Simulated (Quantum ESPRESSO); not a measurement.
# AlN in Quantum ESPRESSO: the effect of functional

Crystal: AlN.

```
Al N
1.0
     3.11300    0.00000    0.00000
    -1.55650    2.69594    0.00000
     0.00000    0.00000    4.98100
Al N
2 2
Direct
  0.66667 0.33333 0.50000
  0.33333 0.66667 0.00000
  0.66667 0.33333 0.88000
  0.33333 0.66667 0.38000
```

Alike in all runs:

| Quantity | Value |
| --- | --- |
| Program | Quantum ESPRESSO 7.5 |
| Task | phonons |
| Cutoff | 612 eV |
| Density cutoff | 4898 eV |
| k mesh | 6 × 6 × 4, shifted |
| Occupations | fermi-dirac, width 0.05 eV |
| Spin | no spin polarisation |

Each run relaxes the cell or the atoms first.

Q: One run gave: relaxed volume 10.54 Å³/atom; dielectric constant 4.59 mean; highest phonon frequency 714 cm⁻¹. Which functional did it use?
A. RPBE
B. revPBE
C. vdW-DF-cx
D. PBE
E. WC

A: C.

| functional | potentials or basis | relaxed volume (Å³/atom) | dielectric constant (mean) | highest phonon frequency (cm⁻¹) |
| --- | --- | --- | --- | --- |
| LDA | GBRV 1.5 LDA | 10.26 | 4.53 | 731 |
| PBE | GBRV 1.5 PBE | 10.67 | 4.60 | 706 |
| RPBE | GBRV 1.5 PBE | 10.79 | 4.58 | 699 |
| revPBE | GBRV 1.5 PBE | 10.76 | 4.58 | 701 |
| WC | GBRV 1.5 PBE | 10.51 | 4.64 | 713 |
| vdW-DF-cx | GBRV 1.5 PBE | 10.54 | 4.59 | 714 |

Caveats: the potentials were made for another functional, which shifts forces and pressure (some runs).
